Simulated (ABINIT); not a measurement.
# GaP (F-43m) in ABINIT: further runs

Aim: see how the results for GaP move with the level of theory and the settings. Levels: PBE, BLYP. Tasks: single point.

All numbers are computed with ABINIT 10.8.3 (patched build); they aren't measurements. Logs are shortened: lines on timing, memory, paths and dates and some standing lists are left out, and cuts for length are marked. The log counts tension as positive stress, the text compression.

**The experiment to reproduce.**

“Stacking defects in GaP nanowires: Electronic structure and optical properties”, 2018, arxiv:1810.01194 quotes, for a bulk crystal of GaP at 10 K: band gap 2.34 eV (indirect).

The results are compared with them further down.

## Step 1: The crystal as given

It takes space group F-43m (No. 216, cubic). The conventional cell has a = 5.451 Å, b = 5.451 Å, c = 5.451 Å, α = 90.00°, β = 90.00°, γ = 90.00°. Ga (site symmetry -43m) has 4 P at 2.36 Å as nearest neighbours. P (site symmetry -43m) is surrounded by 4 Ga at 2.36 Å.

## Step 2: Single point, PBE, spin-orbit coupling, no magnetisation

Input file run.abi:

```
# Pseudopotentials
pp_dirpath "./"
pseudos "Ga.upf, P.upf"

# Structure
acell 3.8540855109 3.8540855109 3.8540855109 Angstrom
rprim
     0.0000000000     0.7071067812     0.7071067812
     0.7071067812     0.0000000000     0.7071067812
     0.7071067812     0.7071067812     0.0000000000
ntypat 2
znucl 31 15
natom 2
typat 1 2
xred
     0.0000000000     0.0000000000     0.0000000000
     0.7500000000     0.7500000000     0.7500000000

# Plane-wave basis
ecut 36.0

# k points
kptopt 1
ngkpt 6 6 6
nshiftk 1
shiftk 0.0 0.0 0.0

# Exchange and correlation
ixc 11

# Bands and occupations
nband 26
occopt 3
tsmear 0.05 eV

# Spin
nspinor 2
nspden 1
so_psp 2*1

# SCF cycle
nstep 100
tolvrs 1.0e-10

# Output
iomode 3
prtwf 0
prtden 0
prteig 0
prtebands 0
enunit 1
prtvol 2
```

Potentials or basis: PseudoDojo NC FR PBE v0.4 standard.

On the command line:

```console
$ mpirun --bind-to none -np 4 abinit run.abi > log 2>&1
```

run.abo:

```text
.Version 10.8.3 of ABINIT
 Symmetries : space group F-4 3 m (#216); Bravais cF (face-center cubic)
================================================================================
 Values of the parameters that define the memory need of the present run
     intxc =       0    ionmov =       0      iscf =       7    lmnmax =      14
     lnmax =      14     mgfft =      40  mpssoang =       5    mqgrid =    3001
     natom =       2  nloc_mem =       1    nspden =       1   nspinor =       2
    nsppol =       1      nsym =      24    n1xccc =    2501    ntypat =       2
    occopt =       3   xclevel =       2
       mpw =        2838          nfft =       64000          nkpt =          16
================================================================================
================================================================================

--------------------------------------------------------------------------------
------------- Echo of variables that govern the present computation ------------
--------------------------------------------------------------------------------
 -outvars: echo values of preprocessed input variables --------
            acell      7.2831660814E+00  7.2831660814E+00  7.2831660814E+00 Bohr
              amu      6.97230000E+01  3.09737620E+01
             ecut      3.60000000E+01 Hartree
           enunit           1
              ixc          11
         kptrlatt        6    0    0      0    6    0      0    0    6
          kptrlen      4.36989965E+01
            natom           2
            nband          26
            ngfft          40      40      40
             nkpt          16
          nspinor           2
            nstep         100
             nsym          24
           ntypat           2
           occopt           3
           prtden           0
        prtebands           0
           prteig           0
           prtvol           2
            prtwf           0
            rprim      0.0000000000E+00  7.0710678120E-01  7.0710678120E-01
                       7.0710678120E-01  0.0000000000E+00  7.0710678120E-01
                       7.0710678120E-01  7.0710678120E-01  0.0000000000E+00
          spgroup         216
           tolvrs      1.00000000E-10
           tsmear      1.83746611E-03 Hartree
            typat      1  2
           xangst      0.0000000000E+00  0.0000000000E+00  0.0000000000E+00
                       4.0878750001E+00  4.0878750001E+00  4.0878750001E+00
            xcart      0.0000000000E+00  0.0000000000E+00  0.0000000000E+00
                       7.7249641872E+00  7.7249641872E+00  7.7249641872E+00
             xred      0.0000000000E+00  0.0000000000E+00  0.0000000000E+00
                       7.5000000000E-01  7.5000000000E-01  7.5000000000E-01
            znucl       31.00000   15.00000

================================================================================

 chkinp: Checking input parameters for consistency.

================================================================================
== DATASET  1 ==================================================================

--- !DatasetInfo
iteration_state: {dtset: 1, }
dimensions: {natom: 2, nkpt: 16, mband: 26, nsppol: 1, nspinor: 2, nspden: 1, mpw: 2838, }
cutoff_energies: {ecut:  36.0, pawecutdg:  -1.0, }
electrons: {nelect:   1.80000000E+01, charge:   0.00000000E+00, occopt:   3.00000000E+00, tsmear:   1.83746611E-03, }
meta: {optdriver: 0, ionmov: 0, optcell: 0, iscf: 7, paral_kgb: 0, }
...

 Exchange-correlation functional for the present dataset will be:
  GGA: Perdew-Burke-Ernzerhof functional - ixc=11
  J.P.Perdew, K.Burke, M.Ernzerhof, PRL 77, 3865 (1996)

 Real(R)+Recip(G) space primitive vectors, cartesian coordinates (Bohr,Bohr^-1):
 R(1)=  0.0000000  5.1499761  5.1499761  G(1)= -0.0970878  0.0970878  0.0970878
 R(2)=  5.1499761  0.0000000  5.1499761  G(2)=  0.0970878 -0.0970878  0.0970878
 R(3)=  5.1499761  5.1499761  0.0000000  G(3)=  0.0970878  0.0970878 -0.0970878
 Unit cell volume ucvol=  2.7317795E+02 bohr^3
[... 101 lines left out ...]
  1.12E-16 1.15E-16 2.98E-16 2.96E-16 6.01E-16 6.16E-16 1.13E-15 6.81E-16
  3.34E-12 4.40E-12
   0.5000  0.0000  0.0000    1  2.24985E-13 kpt; spin; max resid(k); each band:
  1.22E-16 1.24E-16 7.12E-17 7.00E-17 1.03E-16 1.00E-16 8.92E-17 9.10E-17
[... 48 lines left out ...]
   0.5000  0.3333  0.1667    1  3.67481E-09 kpt; spin; max resid(k); each band:
  1.38E-16 1.04E-16 6.99E-17 6.08E-17 1.45E-16 8.66E-17 7.46E-17 7.47E-17
  5.65E-17 3.92E-17 2.41E-16 2.52E-16 1.91E-16 1.91E-16 1.54E-16 1.55E-16
  1.33E-16 1.32E-16 6.37E-16 6.47E-16 3.98E-16 3.63E-16 5.90E-16 5.60E-16
  1.48E-09 3.67E-09
  -0.3333  0.3333  0.1667    1  1.07512E-07 kpt; spin; max resid(k); each band:
  1.50E-16 1.04E-16 6.57E-17 6.60E-17 1.61E-16 8.50E-17 7.65E-17 7.46E-17
  6.37E-17 5.31E-17 2.64E-16 2.53E-16 1.75E-16 1.75E-16 2.11E-16 2.09E-16
  1.19E-16 1.17E-16 4.06E-16 4.38E-16 8.51E-16 8.12E-16 2.82E-14 3.27E-14
  1.08E-07 7.03E-08
  -0.3333  0.5000  0.1667    1  7.89660E-15 kpt; spin; max resid(k); each band:
  1.49E-16 1.08E-16 5.86E-17 5.71E-17 1.49E-16 7.96E-17 7.47E-17 4.59E-17
  6.32E-17 3.88E-17 1.93E-16 1.82E-16 1.63E-16 1.62E-16 2.51E-16 2.54E-16
  3.88E-17 3.22E-17 2.33E-16 2.44E-16 4.08E-16 3.93E-16 5.21E-15 7.90E-15
  6.06E-15 6.83E-15
 reduced coordinates (array xred) for    2 atoms
       0.000000000000      0.000000000000      0.000000000000
       0.750000000000      0.750000000000      0.750000000000
 rms dE/dt=  7.6160E-28; max dE/dt=  1.0771E-27; dE/dt below (all hartree)
    1      -0.000000000000     -0.000000000000      0.000000000000
    2       0.000000000000      0.000000000000      0.000000000000

 cartesian coordinates (angstrom) at end:
    1      0.00000000000000     0.00000000000000     0.00000000000000
    2      4.08787500012308     4.08787500012308     4.08787500012308

 cartesian forces (hartree/bohr) at end:
    1     -0.00000000000000    -0.00000000000000     0.00000000000000
    2      0.00000000000000     0.00000000000000    -0.00000000000000
 frms,max,avg= 1.0011742E-28 1.5685385E-28   0.000E+00  0.000E+00  0.000E+00 h/b

 cartesian forces (eV/Angstrom) at end:
    1     -0.00000000000000    -0.00000000000000     0.00000000000000
    2      0.00000000000000     0.00000000000000    -0.00000000000000
 frms,max,avg= 5.1482446E-27 8.0657491E-27   0.000E+00  0.000E+00  0.000E+00 e/A
 length scales=  7.283166081430  7.283166081430  7.283166081430 bohr
              =  3.854085510900  3.854085510900  3.854085510900 angstroms
 Fermi (or HOMO) energy (eV) =   5.17042   Average Vxc (eV)=  -9.82772
 Eigenvalues (   eV  ) for nkpt=  16  k points:
 kpt#   1, nband= 26, wtk=  0.00463, kpt=  0.0000  0.0000  0.0000 (reduced coord)
 -10.44766  -10.44766  -10.44766  -10.44766  -10.02824  -10.02824   -9.96304   -9.96304
  -9.96304   -9.96304   -8.13547   -8.13547    4.30228    4.30228    4.38651    4.38651
   4.38651    4.38651    6.17715    6.17715    8.13287    8.13287    8.30029    8.30029
   8.30029    8.30029
 kpt#   2, nband= 26, wtk=  0.03704, kpt=  0.1667  0.0000  0.0000 (reduced coord)
 -10.45295  -10.45295  -10.44896  -10.44309  -10.03117  -10.03117   -9.97150   -9.97150
  -9.96078   -9.95416   -7.77934   -7.77934    1.96991    1.96991    3.95698    3.95698
   4.01638    4.02054    6.76765    6.76765    8.73762    8.73762    8.84410    8.84611
   9.38723    9.38723
 kpt#   3, nband= 26, wtk=  0.03704, kpt=  0.3333  0.0000  0.0000 (reduced coord)
 -10.46382  -10.46382  -10.44556  -10.43976  -10.03182  -10.03182   -9.98456   -9.98456
  -9.94789   -9.94134   -6.83266   -6.83266   -0.84964   -0.84964    3.41823    3.41823
   3.48385    3.48741    6.25409    6.25409    9.12982    9.12982    9.20605    9.20815
  11.95592   11.95592
 kpt#   4, nband= 26, wtk=  0.01852, kpt=  0.5000  0.0000  0.0000 (reduced coord)
 -10.46999  -10.46999  -10.44123  -10.44123  -10.03033  -10.03033   -9.99018   -9.99018
[... 48 lines left out ...]
 kpt#  14, nband= 26, wtk=  0.11111, kpt=  0.5000  0.3333  0.1667 (reduced coord)
 -10.49745  -10.46258  -10.42899  -10.41957  -10.07172  -10.00577   -9.97649   -9.96812
  -9.94853   -9.94320   -6.05909   -6.05615   -1.20310   -1.20121    1.11163    1.13295
   2.29995    2.32814    7.97551    7.98275    8.66290    8.68556    9.55809    9.61600
  12.39613   12.46884
 kpt#  15, nband= 26, wtk=  0.11111, kpt= -0.3333  0.3333  0.1667 (reduced coord)
 -10.50616  -10.46186  -10.42581  -10.41368  -10.08332   -9.99007   -9.98477   -9.96856
  -9.94367   -9.94289   -5.40691   -5.40640   -2.04063   -2.03171    0.65922    0.68095
   1.87165    1.90004    8.25924    8.27301    8.88779    8.93937   10.68707   10.71683
  12.15624   12.21032
 kpt#  16, nband= 26, wtk=  0.05556, kpt= -0.3333  0.5000  0.1667 (reduced coord)
 -10.50941  -10.46648  -10.42157  -10.41350  -10.08180  -10.00177   -9.96890   -9.96068
  -9.95229   -9.93814   -5.10486   -5.10192   -2.25086   -2.24158    0.97318    0.99003
   1.07520    1.11950    7.82219    7.84861    7.99881    8.01258   11.87254   11.90893
  11.93289   11.96301
 Total charge density [el/Bohr^3]
)     Maximum=    1.9005E+00  at reduced coord.    0.0750    0.9000    0.9750
)Next maximum=    1.9005E+00  at reduced coord.    0.0500    0.9000    0.9750
)     Minimum=    4.5212E-05  at reduced coord.    0.0000    0.0000    0.0000
)Next minimum=    1.0496E-03  at reduced coord.    0.7500    0.7500    0.7500
   Integrated=    1.8000E+01

--- !EnergyTerms
iteration_state     : {dtset: 1, }
comment             : Components of total free energy in Hartree
kinetic             :  6.52336554853377E+01
hartree             :  2.61187811702523E+01
xc                  : -2.30076139834577E+01
Ewald energy        : -4.82388119092084E+01
psp_core            :  2.15851351632251E+00
local_psp           : -6.85089341379397E+01
non_local_psp       : -3.71712379217130E+01
internal            : -8.34156477804063E+01
'-kT*entropy'       : -2.03480381297325E-10
total_energy        : -8.34156477806097E+01
total_energy_eV     : -2.26985541071688E+03
band_energy         : -3.95720861568629E+00
...

 Cartesian components of stress tensor (hartree/bohr^3)
  sigma(1 1)= -5.75908255E-05  sigma(3 2)=  0.00000000E+00
  sigma(2 2)= -5.75908255E-05  sigma(3 1)=  0.00000000E+00
  sigma(3 3)= -5.75908255E-05  sigma(2 1)=  0.00000000E+00

-Cartesian components of stress tensor (GPa)         [Pressure=  1.6944E+00 GPa]
- sigma(1 1)= -1.69438058E+00  sigma(3 2)=  0.00000000E+00
- sigma(2 2)= -1.69438058E+00  sigma(3 1)=  0.00000000E+00
- sigma(3 3)= -1.69438058E+00  sigma(2 1)=  0.00000000E+00

== END DATASET(S) ==============================================================
================================================================================

 -outvars: echo values of variables after computation  --------
            acell      7.2831660814E+00  7.2831660814E+00  7.2831660814E+00 Bohr
           etotal     -8.3415647781E+01
            fcart     -5.2284615655E-29 -5.2284615655E-29  1.5685384696E-28
                       5.2284615655E-29  5.2284615655E-29 -1.5685384696E-28
            rprim      0.0000000000E+00  7.0710678120E-01  7.0710678120E-01
                       7.0710678120E-01  0.0000000000E+00  7.0710678120E-01
                       7.0710678120E-01  7.0710678120E-01  0.0000000000E+00
           strten     -5.7590825508E-05 -5.7590825508E-05 -5.7590825508E-05
                       0.0000000000E+00  0.0000000000E+00  0.0000000000E+00
           xangst      0.0000000000E+00  0.0000000000E+00  0.0000000000E+00
                       4.0878750001E+00  4.0878750001E+00  4.0878750001E+00
             xred      0.0000000000E+00  0.0000000000E+00  0.0000000000E+00
                       7.5000000000E-01  7.5000000000E-01  7.5000000000E-01
 Calculation completed.
```

It took 27 s on 4 MPI ranks of Arm Neoverse V2, shared host; peak memory 0.32 GiB.

What came out:

* Free energy: -2269.8554 eV
* Pressure: 1.7 GPa
* Band gap on the k mesh: 1.62 eV, indirect (least direct gap 1.79 eV)
* Valence electrons inside the program's atomic spheres: Ga 10.83; P 2.79

## Step 3: Single point, BLYP

Input file run.abi:

```
pp_dirpath "./"
pseudos "Ga_ONCV_PBE-1.2.upf, P_ONCV_PBE-1.2.upf"

acell 3*1.0 Angstrom
rprim
     0.0000000000     2.7252500000     2.7252500000
     2.7252500000     0.0000000000     2.7252500000
     2.7252500000     2.7252500000     0.0000000000
ntypat 2
znucl 31 15
natom 2
typat 1 2
xred
     0.0000000000     0.0000000000     0.0000000000
     0.7500000000     0.7500000000     0.7500000000

ecut 46.0

kptopt 1
ngkpt 6 6 6
nshiftk 1
shiftk 0.0 0.0 0.0

ixc -106131

nband 13
occopt 3
tsmear 0.00183747

nstep 100
tolvrs 1.0e-10

iomode 3
prtwf 0
prtden 0
prteig 0
prtebands 0
prtvol 2
```

Potentials or basis: SG15 NC PBE v1.2.

On the command line:

```console
$ abinit run.abi > log 2>&1
```

Wall time 36 s (1 thread of Intel Xeon Platinum 8223CL at 3.00GHz (Skylake/Cascade Lake), shared host); peak memory 0.1 GiB.

Results (log left out):

* Free energy: -1964.4320 eV
* Band gap on the k mesh: 1.69 eV, indirect (least direct gap 1.73 eV)
* Valence electrons inside the program's atomic spheres: Ga 10.86; P 2.83

Levels at points of the mesh, in eV from the valence-band top:
```csv
k point,band 7,band 8,band 9,band 10,band 11,band 12
"(0.00, 0.00, 0.00)",0.00,0.00,0.00,1.73,3.96,3.96
"(0.50, 0.00, 0.00)",-6.58,-1.10,-1.10,1.69,4.84,4.84
"(0.50, 0.50, 0.00)",-6.77,-2.63,-2.63,1.86,1.95,10.58
```

Caveat: the cutoff is too short for stress, so the log's stress isn't used; the potentials were made for another functional, which shifts forces and pressure.

## Step 4: Against experiment

Step 2. Measured gap of GaP: 2.34 eV (indirect; 10 K; quoted in “Stacking defects in GaP nanowires: Electronic structure and optical properties”, 2018, arxiv:1810.01194). This calculation gives 1.62 eV (-0.72 eV). The value is that of PBE on a finite k mesh, which can miss the band edges, without temperature or zero-point motion. Semilocal functionals fall short of measured gaps as a rule.
